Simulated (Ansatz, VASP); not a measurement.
One calculation of As, two programs

Contents of INCAR:

```
PREC = Accurate
ENCUT = 520
EDIFF = 1E-7
ISMEAR = -1
SIGMA = 0.1
LREAL = False
LASPH = True
NELM = 100
ALGO = Normal
ISIF = 2
LWAVE = False
LCHARG = True
GGA = B5
ALDAX = 1.0
AGGAX = 1.0
AGGAC = 1.0
ALDAC = 0.0
LELF = True
LVHAR = True
NBANDS = 8
```

KPOINTS

```
Automatic mesh
0
Gamma
  14 14 14
```

Contents of POSCAR:

```
As
1.0
   -1.7168235336      1.7168235336      1.7168235336
    1.7168235336     -1.7168235336      1.7168235336
    1.7168235336      1.7168235336     -1.7168235336
As
1
Direct
    0.0000000000      0.0000000000      0.0000000000
```

Input for Ansatz:

```yaml
crystal:
  lattice:
    - [-1.7168235336, 1.7168235336, 1.7168235336]
    - [1.7168235336, -1.7168235336, 1.7168235336]
    - [1.7168235336, 1.7168235336, -1.7168235336]
  atoms:
    - { symbol: As, position: [0.0, 0.0, 0.0] }
hamiltonian:
  xc: blyp
  pseudopotentials:
    kind: paw
    azcp:
      As: "pseudopotentials/As.paw.azcp"
basis:
  ecutwfc: 420
  fft_grid_basis: typed
kpoints:
  mp_grid: { grid: [14, 14, 14], shift: [0, 0, 0] }
magnetization:
  spin_polarized: false
scf:
  occupations: { method: fermi_dirac, width: 0.1 }
  lower_state_search: "off"
output:
  stress: true
```

Alike in both runs: task single point; functional BLYP; k mesh 14 × 14 × 14; occupations fermi-dirac, width 0.1 eV; no spin polarisation.

```csv
,VASP,Ansatz
version,VASP 6.6.1,Ansatz 0.2.0
potentials or method,"VASP PAW PBE potentials, release 64 (As)","plane waves (420 eV) with PAW, scalar-relativistic"
plane-wave cutoff (eV),520,420
valence electrons in the cell,5,15
```

|  | VASP | Ansatz | Ansatz less VASP |
| --- | --- | --- | --- |
| pressure (GPa) | 2.8 | 2.5 | -0.26 |

The functional is the same, so the differences come from potentials, cutoffs and numerics. The two sets of potentials don't hold the same shells in valence.

Caveats: the PAW data sets were made with another functional, which shifts forces and pressure a little (VASP).
